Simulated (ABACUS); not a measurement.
Runs of ABACUS 3.10.1 on Zr. The structure is hexagonal, space group P6_3/mmc (No. 194). The conventional cell has a = 3.232 Å, b = 3.232 Å, c = 5.147 Å, α = 90.00°, β = 90.00°, γ = 120.00°. Zr (site symmetry -6m2) is surrounded by 12 Zr at 3.18 to 3.23 Å. 

```csv
task,level,potentials or basis,k mesh,cutoff (eV),orbital files,SCF threshold on the density,eigensolver,symmetry key,threshold of the eigensolver,mesh quality,gap on the mesh (eV),pressure (GPa),V0 of scaled cells (Å³/atom),B0 (GPa)
single point,PBE,"PseudoDojo NC SR 0.4.1 PBE standard, DZP LCAO (the cutoffs set its grid)",9 × 9 × 5,1361,Zr Zr_confined-atom_8au_3s2p2d1f.orb,1e-07,genelpa,1,-,not flagged,none,0.7,-,-
equation of state,r2SCAN,"SG15 ONCV 1.2 PBE, DZP LCAO (the cutoffs set its grid)",7 × 7 × 4,1361,Zr Zr_confined-atom_8au_3s2p2d1f.orb,1e-07,genelpa,1,-,not flagged,-,-,(b),96
equation of state,PBE,"PseudoDojo NC SR 0.4.1 PBE standard, DZP LCAO (the cutoffs set its grid)",9 × 9 × 5,1361,Zr Zr_confined-atom_8au_3s2p2d1f.orb,1e-07,genelpa,1,-,not flagged,-,-,23.46,95
equation of state,PBE,"PseudoDojo NC SR 0.4.1 PBE standard, TZDP LCAO (the cutoffs set its grid)",9 × 9 × 5,1361,Zr Zr_confined-atom_8au_4s3p3d1f.orb,1e-07,genelpa,1,-,not flagged,-,-,(a),96
single point,r2SCAN,"SG15 ONCV 1.2 PBE, plane waves",6 × 6 × 3,1034,-,1e-08,dav,1,-,coarse,none,1.8,-,-
single point,r2SCAN,"SG15 ONCV 1.2 PBE, DZP LCAO (the cutoffs set its grid)",7 × 7 × 4,1361,Zr Zr_confined-atom_8au_3s2p2d1f.orb,1e-07,genelpa,1,-,not flagged,none,1.3,-,-
```

Alike in all rows: no spin polarisation; cell as given; smearing fermi-dirac 0.05 eV.

Q: Fill in the values left out.

A: (a) 23.43; (b) 23.58.

Caveats: some runs use coarse meshes; the atomic orbitals were generated for these runs and aren't a published set (some runs); the basis of atomic orbitals isn't converged, which shifts pressures, moduli and gaps (some runs); the cell was scaled at fixed shape and fractional positions, which overstates the stiffness of a crystal with free parameters, most of all of layers and chains (some runs); the potentials were made for another functional, which shifts forces and pressure (some runs).

A k mesh can miss the band edges, and the runs leave out spin-orbit coupling on Zr.

A gap of «none» marks a metal or a gap under the smearing width.
